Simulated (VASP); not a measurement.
Set up this calculation in VASP 6.6.1, as the native input.

```yaml
Task: single point
Functional: PBE
Potentials_or_basis: VASP PAW PBE potentials, release 64 (Co, O)
Cutoff: 520 eV
k_mesh: 7 × 7 × 7
Occupations: gaussian, width 0.05 eV
Spin: no spin polarisation
Hubbard_terms: Co d U = 7 eV
Further_INCAR_settings: ALGO = Fast; EDIFF = 1e-07
```

The structure of CoO lies in POSCAR:

```
CoO
1.0
    2.5705263100      0.0000000000      0.0000000000
    0.0000000000      2.5705263100      0.0000000000
    0.0000000000      0.0000000000      2.5705263100
Co O
1 1
Direct
    0.0000000000      0.0000000000      0.0000000000
    0.5000000000      0.5000000000      0.5000000000
```

Measurements of this composition are mostly on another form, of space group No. 225.

The input as run:

INCAR

```
SYSTEM = CoO
ALGO     = Fast           ! electronic algorithm
EDIFF    = 1E-7           ! SCF threshold, eV
ENCUT    = 520            ! plane-wave cutoff, eV
GGA      = PE             ! functional
ISIF     = 2              ! what is computed and relaxed
ISMEAR   = 0              ! smearing method
LASPH    = .TRUE.         ! aspherical terms in the spheres
LCHARG   = .FALSE.        ! write CHGCAR
LDAU     = .TRUE.         ! DFT+U
LDAUJ    = 0 0          
LDAUL    = 2 -1           ! shell
LDAUPRINT= 1            
LDAUTYPE = 2            
LDAUU    = 7 0            ! U, eV
LMAXMIX  = 4              ! l up to which the mixer works
LREAL    = .FALSE.        ! projectors in reciprocal space
LWAVE    = .FALSE.        ! write WAVECAR
NELM     = 100            ! most SCF steps
PREC     = Accurate       ! precision mode
SIGMA    = 0.05           ! smearing width, eV
```

KPOINTS

```
k-points
0
G
  7 7 7
  0 0 0
```

Potentials or basis: VASP PAW PBE potentials, release 64 (Co, O).

Command:

```sh
$ cat potpaw_PBE.64/Co/POTCAR potpaw_PBE.64/O/POTCAR > POTCAR
$ mpirun -np 1 vasp_std > vasp.out
```

Results of the run:

The pressure is -11.2 GPa and the band gap on the k mesh is none (metal or under the smearing width).

Caveat: an odd number of electrons without spin polarisation forces a metal; a magnetic or distorted state may lie lower; the run has no spin polarisation, though such a crystal can be magnetic; U without spin polarisation on a metal has little footing.

It took 10 s on 1 thread of AMD EPYC 7R43 64-Core Processor (Zen 3), with other jobs on the host, peak memory 0.09 GiB.
